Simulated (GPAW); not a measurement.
Wanted: an ASE script for a GPAW 26.7.0 run.

```
Task                : single point
Functional          : PBE
Potentials or basis : GPAW PAW data sets (gpaw-data 1.2.1)
Cutoff              : 450 eV
Basis               : pw
k mesh              : 8 × 8 × 8
Occupations         : fermi-dirac, width 0.05 eV
Spin                : no spin polarisation
Maxiter             : 120
Convergence         : default
```

Crystal: Pb.

```xyz
1
Lattice="0.0000 2.4750 2.4750 2.4750 0.0000 2.4750 2.4750 2.4750 0.0000" Properties=species:S:1:pos:R:3 pbc="T T T"
Pb    0.0000    0.0000    0.0000
```

The input as run:

run.py

```python
from ase import Atoms
from ase.dft.bandgap import bandgap
from ase.io import write
from ase.units import GPa
from gpaw import GPAW, PW

atoms = Atoms(['Pb'],
              cell=[[0.0, 2.47502, 2.47502],
                    [2.47502, 0.0, 2.47502],
                    [2.47502, 2.47502, 0.0]],
              scaled_positions=[[0.0, 0.0, 0.0]],
              pbc=True)

calc = GPAW(mode=PW(450),
            xc='PBE',
            kpts={'size': (8, 8, 8), 'gamma': True},
            occupations={'name': 'fermi-dirac', 'width': 0.05},
            nbands=14,
            maxiter=120,
            txt='gpaw.txt')
atoms.calc = calc
energy = atoms.get_potential_energy()
forces = atoms.get_forces()
stress = atoms.get_stress()
calc.write('gs.gpw')
write('result.traj', atoms)
print(f'Energy: {energy:.6f} eV')
print('Forces (eV/A):')
print(forces.round(4))
print('Stress (GPa):', (stress / GPa).round(3))
print('Fermi level:', round(calc.get_fermi_level(), 4), 'eV')
print(f'Gap: {bandgap(calc)[0]:.4f} eV, direct: {bandgap(calc, direct=True)[0]:.4f} eV')
```

Potentials or basis: GPAW PAW data sets (gpaw-data 1.2.1), pw.

Launch:

```bash
$ OMP_NUM_THREADS=1 python run.py
```

Results of the run:

| Property | Result |
| --- | --- |
| Pressure | 1.4 GPa |
| Band gap on the k mesh | none (metal or under the smearing width) |

Caveat: the cutoff is short for stress and forces, so pressures can be off by a GPa or more.

It took 7 s on 1 thread of Arm Neoverse V1, with other jobs on the host, peak memory 0.13 GiB.
